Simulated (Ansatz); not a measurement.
# Co in Ansatz: notebook

Runs on Co. Level: PBE. Tasks: single point.

All numbers are computed with Ansatz 0.2.0; they aren't measurements. Logs are shortened: lines on timing, memory, paths and dates and some standing lists are left out, and cuts for length are marked.

## (1) The cell of the first run

The cell holds a slab with vacuum, 7 atoms: a = 2.540 Å, b = 2.540 Å, c = 25.774 Å, α = 90.00°, β = 90.00°, γ = 90.00°.

## (2) Single point, PBE (the (1 0 0) slab of Co, cut from the database cell, not relaxed)

The input, input.yaml:

```yaml
crystal:
  lattice:
    - [2.539503294, 0.0, 0.0]
    - [0.0, 2.539503294, 0.0]
    - [0.0, 0.0, 25.7742]
  atoms:
    - { symbol: Co, position: [0.5, 0.5, 0.2909886631] }
    - { symbol: Co, position: [0.0, 0.0, 0.3606591087] }
    - { symbol: Co, position: [0.5, 0.5, 0.4303295544] }
    - { symbol: Co, position: [0.0, 0.0, 0.5] }
    - { symbol: Co, position: [0.5, 0.5, 0.5696704456] }
    - { symbol: Co, position: [0.0, 0.0, 0.6393408913] }
    - { symbol: Co, position: [0.5, 0.5, 0.7090113369] }
hamiltonian:
  xc: pbe
  pseudopotentials: { kind: paw }
kpoints:
  mp_grid: { grid: [10, 10, 1] }
scf:
  occupations: { method: fermi_dirac, width: 0.05 }
output:
  forces: true
  eigenvalues: true
efield:
  axis: 3
  dipole_correction: true
  ramp_width: 0.04
```

Potentials or basis: Ansatz PAW.

Started as:

```bash
> ansatz run input.yaml --threads 4 --pin off --max-ram 11264MiB --backend cpu --events-out ev --progress --plain --runs-dir out
```

Log:

```text
Warning: RAYON_NUM_THREADS=4 ignored (pool sized by the plan → 4); use --threads N
Engine: ansatz 0.2.0, aarch64-unknown-linux-gnu
Pseudopotentials: kind: paw
Pseudopotential: Co, paw, valence charge 17, recommended cutoff 420 eV (normal), Co.paw.azcp
Functional definition: PBE
  parameter kappa = 0.804
  parameter beta = 0.06672455060314922
  exchange = pbe_x(kappa = kappa, mu = beta*pi^2/3)
  correlation = pbe_c(beta = beta)
Crystal: 7 atoms, lattice volume = 166.220 Å³
Basis set: ecut = 420 eV, 3235 PW (Γ), exchange–correlation on 36×36×360 points (8 copies of the dense FFT grid, shifted against one another)
Bands: 72, of which v1, the nominal top of the filled ones, is band 60 counted from 1 (59 counted from 0)
Symmetry: 8 space group operations
k-points: 21 of 100
Non-local potential: Co, projectors of the file, l = 0: 3, l = 1: 2, l = 2: 3, l = 3: 1
PAW form: soft (Blöchl's): semilocal exchange-correlation on the pseudo side does not see the compensation charge
PAW one-centre angular grid: Co, 590 points (default); XC on 64 Gauss nodes
Initial density: superposition of atomic densities (neutral atoms: chi_scale 0, normalization atom), corrected by the library's trained network
Initial wavefunctions: pseudopotential atomic-orbital guess
Functional: x = pbe(κ = 0.804, μ = 0.2195149727645171), c = pbe(β = 0.06672455060314922)
SCF iter   1: F=—  HF=-35878.715961 eV  |F-HF|=—  |Δ(HF+E_count)|=         —  Δρ=5.16e-2  dr2=1.81e1  ethr=1.77e-3  p=-0.000 e·Å  D=-4.87e-14 V/Å  ΔV_dip=0.00 eV  dr2_dipole=1.29e-6  V_vac-E_F(+/−)=4.68/4.68 eV  ⟨swp⟩=7.4  Hψ=5825  notcnv=0  defer=9
efield: sawtooth ramp at fractional position 0.9800 (placed from the atoms, in the widest stretch of the axis that holds none; the zero of the levels goes with the place), width 0.0400; the density the first Hamiltonian is built on has a dipole p = -0.000 e·Å; the dipole correction subtracts the counter field D = -4.87e-14 V/Å, which shifts the + side's vacuum level by +0.00 eV against the − side's; the planar-averaged density in the ramp window peaks in size at 8.0e-5 e/Å³
preconditioner: auto → LDOS  [metal: Δε(μ)=0.031 eV  Ē_g=4.067 eV  σ=0.050 eV  W_gap=0.15  n_scr=48 (ndim 8)  ℏωp=22.9 eV  f_vac=0.470  D(μ)=17.35/eV (n_scr^D=234)  β→1.0]
SCF iter   2: F=—  HF=-35878.566687 eV  |F-HF|=—  |Δ(HF+E_count)|=   1.49e-1  Δρ=1.51e-2  dr2=8.37e-1  ethr=1.77e-3  p=0.000 e·Å  D=6.98e-5 V/Å  ΔV_dip=-0.00 eV  dr2_dipole=1.26e-5  V_vac-E_F(+/−)=4.94/4.94 eV  ⟨swp⟩=2.6  Hψ=1859  notcnv=0  defer=25
SCF iter   3: F=—  HF=-35878.630414 eV  |F-HF|=—  |Δ(HF+E_count)|=   6.37e-2  Δρ=4.49e-3  dr2=1.20e-2  ethr=7.03e-4  p=0.000 e·Å  D=1.64e-5 V/Å  ΔV_dip=-0.00 eV  dr2_dipole=1.19e-7  V_vac-E_F(+/−)=4.91/4.91 eV  ⟨swp⟩=2.0  Hψ=1670  notcnv=0  defer=25
SCF iter   4: F=—  HF=-35878.633258 eV  |F-HF|=—  |Δ(HF+E_count)|=   2.84e-3  Δρ=2.62e-3  dr2=3.21e-2  ethr=1.01e-5  p=0.000 e·Å  D=1.40e-5 V/Å  ΔV_dip=-0.00 eV  dr2_dipole=1.59e-8  V_vac-E_F(+/−)=4.93/4.93 eV  ⟨swp⟩=2.1  Hψ=2163  notcnv=0  defer=25
SCF iter   5: F=—  HF=-35878.635792 eV  |F-HF|=—  |Δ(HF+E_count)|=   2.53e-3  Δρ=1.75e-3  dr2=1.39e-2  ethr=1.01e-5  p=0.000 e·Å  D=7.78e-6 V/Å  ΔV_dip=-0.00 eV  dr2_dipole=1.43e-7  V_vac-E_F(+/−)=4.95/4.95 eV  ⟨swp⟩=1.8  Hψ=1537  notcnv=0  defer=25
SCF iter   6: F=—  HF=-35878.635847 eV  |F-HF|=—  |Δ(HF+E_count)|=   5.52e-5  Δρ=7.04e-4  dr2=2.01e-3  ethr=1.01e-5  p=0.000 e·Å  D=4.39e-6 V/Å  ΔV_dip=-0.00 eV  dr2_dipole=5.59e-8  V_vac-E_F(+/−)=4.95/4.95 eV  ⟨swp⟩=1.4  Hψ=1497  notcnv=0  defer=25
SCF iter   7: F=—  HF=-35878.635854 eV  |F-HF|=—  |Δ(HF+E_count)|=   7.17e-6  Δρ=2.10e-4  dr2=5.69e-5  ethr=1.69e-6  p=0.000 e·Å  D=9.86e-7 V/Å  ΔV_dip=-0.00 eV  dr2_dipole=3.43e-8  V_vac-E_F(+/−)=4.95/4.95 eV  ⟨swp⟩=1.4  Hψ=1557  notcnv=0  defer=25
SCF iter   8: F=—  HF=-35878.635843 eV  |F-HF|=—  |Δ(HF+E_count)|=   1.15e-5  Δρ=1.59e-4  dr2=7.56e-5  ethr=4.78e-8  p=0.000 e·Å  D=9.48e-7 V/Å  ΔV_dip=-0.00 eV  dr2_dipole=8.33e-10  V_vac-E_F(+/−)=4.95/4.95 eV  ⟨swp⟩=2.1  Hψ=2275  notcnv=0  defer=25
SCF iter   9: F=—  HF=-35878.635844 eV  |F-HF|=—  |Δ(HF+E_count)|=   1.72e-6  Δρ=8.24e-5  dr2=1.01e-5  ethr=4.78e-8  p=0.000 e·Å  D=4.21e-7 V/Å  ΔV_dip=-0.00 eV  dr2_dipole=9.23e-11  V_vac-E_F(+/−)=4.95/4.95 eV  ⟨swp⟩=1.1  Hψ=1525  notcnv=0  defer=25
SCF iter  10: F=—  HF=-35878.635845 eV  |F-HF|=—  |Δ(HF+E_count)|=   7.15e-7  Δρ=4.77e-5  dr2=7.46e-6  ethr=8.47e-9  p=0.000 e·Å  D=7.77e-8 V/Å  ΔV_dip=-0.00 eV  dr2_dipole=3.81e-13  V_vac-E_F(+/−)=4.95/4.95 eV  ⟨swp⟩=1.2  Hψ=1513  notcnv=0  defer=25
SCF iter  11: F=—  HF=-35878.635846 eV  |F-HF|=—  |Δ(HF+E_count)|=   4.83e-7  Δρ=1.80e-5  dr2=7.80e-7  ethr=6.27e-9  p=0.000 e·Å  D=1.25e-7 V/Å  ΔV_dip=-0.00 eV  dr2_dipole=1.65e-12  V_vac-E_F(+/−)=4.95/4.95 eV  ⟨swp⟩=1.2  Hψ=1508  notcnv=0  defer=25
SCF iter  12: F=—  HF=-35878.635846 eV  |F-HF|=—  |Δ(HF+E_count)|=   1.29e-7  Δρ=7.36e-6  dr2=2.02e-7  ethr=6.56e-10  p=0.000 e·Å  D=4.70e-8 V/Å  ΔV_dip=-0.00 eV  dr2_dipole=5.53e-12  V_vac-E_F(+/−)=4.95/4.95 eV  ⟨swp⟩=2.1  Hψ=2101  notcnv=0  defer=25
SCF iter  13: F=-35878.635846 eV  HF=-35878.635846 eV  |F-HF|=6.98e-9  |Δ(HF+E_count)|=   6.74e-8  Δρ=4.64e-6  dr2=7.94e-8  ethr=8.40e-11  p=0.000 e·Å  D=7.57e-9 V/Å  ΔV_dip=-0.00 eV  dr2_dipole=9.16e-12  V_vac-E_F(+/−)=4.95/4.95 eV  ⟨swp⟩=10.7  Hψ=5467  notcnv=0
SCF 1 converged in 13 iterations: F = -35878.635846 eV  dr2 = 7.94e-8
SCF converged after 13 iterations
Free energy (F): -35878.635846 eV
Harris-Foulkes:  -35878.635846 eV  (|F-HF|=6.98e-9)
Internal energy: -35878.470848 eV  (E = F + TS)
E sigma→0 (E₀):  -35878.553347 eV
Entropy (-TS):   -0.164998 eV (-23.571 meV/atom)
Fermi energy:    5.868160 eV
Dipole field:    D = 0.000004 V/Å  (p = 0.000004 e·Å, saw-weighted, corrected)
Work function:   Φ+ = 4.9520 eV   Φ− = 4.9521 eV
Levels:          The Fermi level and band energies are counted from a zero that moves with the ramp; work functions are not
--- Per-component energies (eV) ---
  E_band       = -3189.235379
  E_kinetic    = 3160.155414
  E_local      = -247618.874071  (includes V_loc(G=0)·N_el)
  E_nonlocal   = 3182.005124
  E_hartree    = 121465.462407
  E_xc         = -1103.915760
  E_vxc        = -1423.830020  (∫ρ·V_xc dr)
  E_paw        = -10604.589861  (= ΣΔE_a)
  E_vpaw       = -3419.705313  (= ΣTr[D̂ρ^β])
  E_aug_tail   = 0.000547  (compensation charges beyond the density's cutoff)
  E_efield     = 0.000000  (sawtooth field / dipole correction)
  E_vefield    = 0.000000  (∫n·V_field dr)
  E_ewald      = 95641.285353
  E_smearing   = -0.164998  (= −TS)
  E_closure    = 0.000000  (closes the sum)
  Σ components = -35878.635846   (vs F -35878.635846, Δ=0.00e0)
--- Forces (eV/Å), atoms counted from 1 ---
  atom   1  Co    -0.00000000     0.00000000     1.33410719
  atom   2  Co     0.00000000     0.00000000    -0.45999203
  atom   3  Co     0.00000000     0.00000000    -0.01084267
  atom   4  Co    -0.00000000     0.00000000     0.00000028
  atom   5  Co    -0.00000000     0.00000000     0.01084245
  atom   6  Co    -0.00000000     0.00000000     0.45999106
  atom   7  Co     0.00000000     0.00000000    -1.33410785
  max |Σ_I F_I| component: 1.57e-6 eV/Å
--- Band table (eV; the first three rows and the last of 21) ---
  k-point 0: bands = ["-89.0596", "-89.0487", "-89.0309", "-89.0196", "-89.0107", "-88.6337", "-88.6337", "-52.4141", "-52.3755", "-52.3095", "-52.2754", "-52.2754", "-52.2543", "-52.2543", "-52.2523", "-52.2281", "-52.2281", "-52.2046", "-52.2046", "-52.1983", "-52.1901", "-52.1901", "-51.9015", "-51.9015", "-51.9015", "-51.9015", "-51.8158", "-51.8158", "-2.3813", "-1.7075", "-0.6972", "0.4799", "1.4523", "1.8266", "1.8632", "2.3955", "2.6368", "2.9807", "3.3727", "3.7475", "4.0358", "4.1826", "4.3051", "4.3051", "4.5407", "4.5407", "4.7400", "4.9052", "4.9052", "4.9225", "4.9532", "5.1853", "5.3323", "5.3410", "5.3410", "5.4123", "5.5268", "5.6863", "5.7854", "5.7854", "5.8530", "5.8647", "6.0255", "6.1314", "6.1314", "6.1636", "6.1793", "6.3059", "6.3059", "7.0511", "7.9785", "10.5663"]
  k-point 1: bands = ["-89.0571", "-89.0467", "-89.0296", "-89.0189", "-89.0106", "-88.6324", "-88.6324", "-52.4087", "-52.3758", "-52.3195", "-52.2851", "-52.2723", "-52.2696", "-52.2573", "-52.2520", "-52.2269", "-52.2261", "-52.2254", "-52.2046", "-52.2028", "-52.1932", "-52.1911", "-51.9144", "-51.9144", "-51.9006", "-51.9006", "-51.8146", "-51.8146", "-2.1317", "-1.4671", "-0.4726", "0.6829", "1.6295", "1.9773", "2.0261", "2.4802", "2.7123", "3.0422", "3.4150", "3.7672", "4.0340", "4.2442", "4.2895", "4.3487", "4.4780", "4.5024", "4.5449", "4.5765", "4.8473", "5.0449", "5.0491", "5.1969", "5.2082", "5.2543", "5.3446", "5.3732", "5.4810", "5.5552", "5.6016", "5.7167", "5.7603", "5.8177", "5.8736", "5.9753", "6.0963", "6.1047", "6.2246", "6.3038", "6.6607", "7.7560", "8.7366", "10.8049"]
  k-point 2: bands = ["-89.0501", "-89.0413", "-89.0260", "-89.0172", "-89.0104", "-88.6289", "-88.6289", "-52.3952", "-52.3819", "-52.3471", "-52.3163", "-52.2949", "-52.2774", "-52.2634", "-52.2486", "-52.2467", "-52.2456", "-52.2238", "-52.2169", "-52.2048", "-52.1985", "-52.1940", "-51.9477", "-51.9477", "-51.8982", "-51.8982", "-51.8117", "-51.8117", "-1.4093", "-0.7814", "0.1451", "1.1963", "2.0363", "2.3622", "2.4166", "2.7068", "2.9330", "3.2591", "3.5779", "3.8194", "3.9272", "4.2265", "4.2880", "4.3452", "4.3509", "4.4349", "4.4560", "4.5189", "4.5276", "4.7017", "4.9144", "4.9364", "4.9830", "5.2042", "5.2667", "5.3424", "5.3690", "5.4439", "5.5074", "5.5464", "5.6383", "5.7829", "5.8647", "6.0182", "6.1675", "6.2306", "6.2534", "6.4035", "7.5775", "8.8939", "10.0917", "11.5125"]
  k-point 20: bands = ["-89.0105", "-89.0105", "-89.0049", "-89.0016", "-89.0016", "-88.6059", "-88.6059", "-52.4231", "-52.4231", "-52.3929", "-52.3929", "-52.3542", "-52.3542", "-52.3176", "-52.3176", "-52.2924", "-52.2924", "-52.2855", "-52.2845", "-52.2802", "-52.2802", "-52.2684", "-52.0238", "-52.0238", "-52.0238", "-52.0238", "-51.7974", "-51.7974", "1.8413", "1.8603", "2.1615", "2.2423", "2.4106", "2.4106", "2.4934", "2.6972", "2.6972", "2.8657", "2.9508", "3.1627", "3.1627", "3.7825", "3.7825", "4.5388", "4.5388", "5.3668", "5.3668", "5.4094", "5.4834", "5.7095", "5.8255", "5.9894", "6.0614", "6.0825", "6.0825", "6.1150", "6.3366", "6.3387", "6.3393", "6.3571", "6.3571", "6.6379", "6.6379", "8.9721", "8.9721", "10.2177", "10.2177", "11.7567", "11.7567", "13.4716", "13.4716", "15.3041"]
```

Run time: 7.1 s. Hardware: 4 threads of Arm Neoverse V2, shared host; peak memory 0.6 GiB.

What came out:

| Property | Result |
| --- | --- |
| Free energy | -35878.6358 eV |
| Largest force | 1.334 eV/Å |
| Band gap on the k mesh | none (metal or under the smearing width) |
| Work function of the upper face | 4.95 eV |
| Work function of the lower face | 4.95 eV |
| Dipole across the slab | 0.000 e·Å |

Forces in eV/Å, atoms in the order of the input:
```
Co   0.000  0.000  1.334
Co   0.000  0.000 -0.460
Co   0.000  0.000 -0.011
Co   0.000  0.000  0.000
Co   0.000  0.000  0.011
Co   0.000  0.000  0.460
Co   0.000  0.000 -1.334
```

Levels at points of the mesh, in eV from the Fermi level:
```csv
k point,band 55,band 56,band 57,band 58,band 59,band 60,band 61,band 62,band 63,band 64
"(0.00, 0.00, 0.00)",-0.53,-0.46,-0.34,-0.18,-0.08,-0.08,-0.02,0.00,0.16,0.26
"(0.00, -0.50, 0.00)",-0.36,-0.36,-0.22,-0.04,0.07,0.20,0.21,0.24,0.29,0.33
"(-0.50, -0.50, 0.00)",0.21,0.25,0.47,0.47,0.47,0.49,0.49,0.77,0.77,3.10
```

Caveat: the cell was measured hot, at 1300 K; the run has no spin polarisation, though such a crystal can be magnetic. Spin polarisation is off, so any magnetic state and its effect on volume and gap are missing.

## (3) Single point, PBE, collinear spin, ferromagnetic start (the (1 0 0) slab of Co, cut from the database cell, not relaxed)

The input, input.yaml:

```yaml
crystal:
  lattice:
    - [2.539503294, 0.0, 0.0]
    - [0.0, 2.539503294, 0.0]
    - [0.0, 0.0, 25.7742]
  atoms:
    - { symbol: Co, position: [0.5, 0.5, 0.2909886631], spin: 2.0 }
    - { symbol: Co, position: [0.0, 0.0, 0.3606591087], spin: 2.0 }
    - { symbol: Co, position: [0.5, 0.5, 0.4303295544], spin: 2.0 }
    - { symbol: Co, position: [0.0, 0.0, 0.5], spin: 2.0 }
    - { symbol: Co, position: [0.5, 0.5, 0.5696704456], spin: 2.0 }
    - { symbol: Co, position: [0.0, 0.0, 0.6393408913], spin: 2.0 }
    - { symbol: Co, position: [0.5, 0.5, 0.7090113369], spin: 2.0 }
hamiltonian:
  xc: pbe
  pseudopotentials: { kind: paw }
magnetization:
  spin_polarized: true
kpoints:
  mp_grid: { grid: [10, 10, 1] }
scf:
  occupations: { method: fermi_dirac, width: 0.05 }
output:
  forces: true
  eigenvalues: true
efield:
  axis: 3
  dipole_correction: true
  ramp_width: 0.04
```

Potentials or basis: Ansatz PAW.

Started as:

```bash
> ansatz run input.yaml --threads 4 --pin off --max-ram 11264MiB --backend cpu --events-out ev --progress --plain --runs-dir out
```

Wall time 25 s (4 threads of Arm Neoverse V2, shared host); peak memory 0.78 GiB.

The run converged. Its results:

```yaml
Free_energy: -35880.7772 eV
Largest_force: 0.741 eV/Å
Band_gap_on_the_k_mesh: none (metal or under the smearing width)
Net_moment: 12.39 μB per cell
Absolute_moment: 13.48 μB per cell
Site_moments: Co +1.95, +1.79, +1.78 μB
Work_function_of_the_upper_face: 4.59 eV
Work_function_of_the_lower_face: 4.59 eV
Dipole_across_the_slab: 0.000 e·Å
```

Forces on the atoms (eV/Å):
```
Co   0.000  0.000  0.741
Co   0.000  0.000 -0.326
Co   0.000  0.000  0.040
Co   0.000  0.000  0.000
Co   0.000  0.000 -0.040
Co   0.000  0.000  0.326
Co   0.000  0.000 -0.741
```

Levels at points of the mesh, in eV from the Fermi level:
Spin up:
```
             k point  band 63  band 64  band 65  band 66  band 67  band 68  band 69  band 70
  (0.00, 0.00, 0.00)    -1.21    -1.10    -1.01    -1.01    -0.77    -0.77    -0.68     0.66
 (0.00, -0.50, 0.00)    -0.99    -0.10     0.06     0.43     0.49     0.68     0.70     0.75
(-0.50, -0.50, 0.00)    -0.53     2.71     2.71     3.84     3.84     5.35     5.35     7.05
```
Spin down:
```
             k point  band 50  band 51  band 52  band 53  band 54  band 55  band 56  band 57  band 58  band 59
  (0.00, 0.00, 0.00)    -0.44    -0.24    -0.06    -0.01    -0.01     0.14     0.26     0.36     0.44     0.44
 (0.00, -0.50, 0.00)    -0.75    -0.71    -0.44    -0.27    -0.26    -0.02     0.01     0.22     0.50     0.53
(-0.50, -0.50, 0.00)     0.56     0.79     0.81     0.81     0.88     1.06     1.07     1.20     1.20     1.21
```

Caveat: the cell was measured hot, at 1300 K.
